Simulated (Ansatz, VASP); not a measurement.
# One calculation of Cs, two programs

File INCAR:

```
SYSTEM = Cs
  PREC = Accurate
  ENCUT = 520
  EDIFF = 1E-7
  ISMEAR = -1
  SIGMA = 0.05
  LREAL = .False.
  LASPH = .True.
  NELM = 80
  ALGO = Normal
  ISIF = 2
  LWAVE = .False.
  LCHARG = .False.
  GGA = PS
  NBANDS = 10
```

Contents of KPOINTS:

```
Automatic mesh
0
Gamma
  9 9 9
  0 0 0
```

The input POSCAR:

```
Cs
1.0
   -2.7461212536      2.7461212536      2.7461212536
    2.7461212536     -2.7461212536      2.7461212536
    2.7461212536      2.7461212536     -2.7461212536
Cs
1
Direct
    0.0000000000      0.0000000000      0.0000000000
```

Input for Ansatz:

```yaml
crystal:
  lattice:
    - [-2.7461212536, 2.7461212536, 2.7461212536]
    - [2.7461212536, -2.7461212536, 2.7461212536]
    - [2.7461212536, 2.7461212536, -2.7461212536]
  atoms:
    - { symbol: Cs, position: [0.0, 0.0, 0.0] }
kpoints:
  mp_grid: { grid: [9, 9, 9] }
scf:
  occupations: { method: fermi_dirac, width: 0.05 }
hamiltonian:
  xc: pbesol
  pseudopotentials: { kind: all_electron, lapw: { basis_error: 0.001 } }
output:
  forces: true
  stress: true
  eigenvalues: true
  populations: true
```

Change from the starting cell: volume scaled by 0.75, LAPW.

Alike in both runs: task single point; functional PBEsol; k mesh 9 × 9 × 9; occupations fermi-dirac, width 0.05 eV; no spin polarisation.

```csv
,VASP,Ansatz
version,VASP 6.6.1,Ansatz 0.2.0
potentials or method,"VASP PAW PBE potentials, release 64 (Cs_sv)","all-electron LAPW, scalar-relativistic"
plane-wave cutoff (eV),520,see its input
```

Ansatz gave:

- pressure (GPa): 0.9

**Question.** What did VASP give for the same quantities?

**Answer.** Pressure (GPa): 0.8.

Ansatz ran all-electron here, so the differences hold the error of VASP's frozen core and of both bases.

Caveats: the PAW data sets were made with another functional, which shifts forces and pressure a little (VASP). The runs have no spin-orbit coupling, so splittings on Cs are missing.
